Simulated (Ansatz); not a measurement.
# Al: the cost of one run

All numbers below are computed with Ansatz 0.2.0 (DFT PBEsol, plane waves, PAW, scalar-relativistic, no spin polarisation).

### Step 1. The structure to begin with

The cell holds 13 atoms (Al13): a = 5.728 Å, b = 5.728 Å, c = 17.677 Å, α = 90.00°, β = 90.00°, γ = 60.00°.

Structure file:

```cif
data_structure
_symmetry_space_group_name_H-M 'P 1'
_symmetry_Int_Tables_number 1
_cell_length_a 5.7276
_cell_length_b 5.7276
_cell_length_c 17.6765
_cell_angle_alpha 90.000
_cell_angle_beta 90.000
_cell_angle_gamma 60.000
_cell_volume 502.19
loop_
_atom_site_label
_atom_site_type_symbol
_atom_site_fract_x
_atom_site_fract_y
_atom_site_fract_z
_atom_site_occupancy
Al1 Al 0.16667 0.16667 0.05657 1
Al2 Al 0.66667 0.16667 0.05657 1
Al3 Al 0.16667 0.66667 0.05657 1
Al4 Al 0.66667 0.66667 0.05657 1
Al5 Al 0.83333 0.33333 0.18885 1
Al6 Al 0.33333 0.33333 0.18885 1
Al7 Al 0.83333 0.83333 0.18885 1
Al8 Al 0.33333 0.83333 0.18885 1
Al9 Al 0.00000 0.00000 0.32113 1
Al10 Al 0.50000 0.00000 0.32113 1
Al11 Al 0.00000 0.50000 0.32113 1
Al12 Al 0.50000 0.50000 0.32113 1
Al13 Al 0.32229 0.31507 0.42919 1
```

### Step 2. Relaxing end A

Input file input.yaml:

```yaml
crystal:
  lattice:
    - [5.727565, 0.0, 0.0]
    - [2.863782, 4.960217, 0.0]
    - [0.0, 0.0, 17.676537]
  atoms:
    - { symbol: Al, position: [0.1666667, 0.1666667, 0.0565722] }
    - { symbol: Al, position: [0.6666667, 0.1666667, 0.0565722] }
    - { symbol: Al, position: [0.1666667, 0.6666667, 0.0565722] }
    - { symbol: Al, position: [0.6666667, 0.6666667, 0.0565722] }
    - { symbol: Al, position: [-0.1666667, 0.3333333, 0.1888531] }
    - { symbol: Al, position: [0.3333333, 0.3333333, 0.1888531] }
    - { symbol: Al, position: [-0.1666667, 0.8333333, 0.1888531] }
    - { symbol: Al, position: [0.3333333, 0.8333333, 0.1888531] }
    - { symbol: Al, position: [0.0, 0.0, 0.321134] }
    - { symbol: Al, position: [0.5, 0.0, 0.321134] }
    - { symbol: Al, position: [0.0, 0.5, 0.321134] }
    - { symbol: Al, position: [0.5, 0.5, 0.321134] }
    - { symbol: Al, position: [0.3222872, 0.3150681, 0.4291868] }
basis:
  ecutwfc: 420.0
kpoints:
  mp_grid: { grid: [3, 3, 1] }
hamiltonian:
  xc: pbesol
scf:
  occupations: { method: gaussian, width: 0.15 }
  lower_state_search: "off"
relax:
  f_tol: 0.03
  max_steps: 60
  adjacent_minimum: "off"
  constraints: [{ sites: [0, 1, 2, 3] }]
```

Command:

```sh
$ ansatz run input.yaml --threads 1 --pin off --max-ram 3072MiB --backend cpu --events-out ev --progress --plain --runs-dir out
```

What time and memory should one allow on 1 thread of Arm Neoverse V1, shared host?

About 29 s, with a peak of 0.49 GiB.
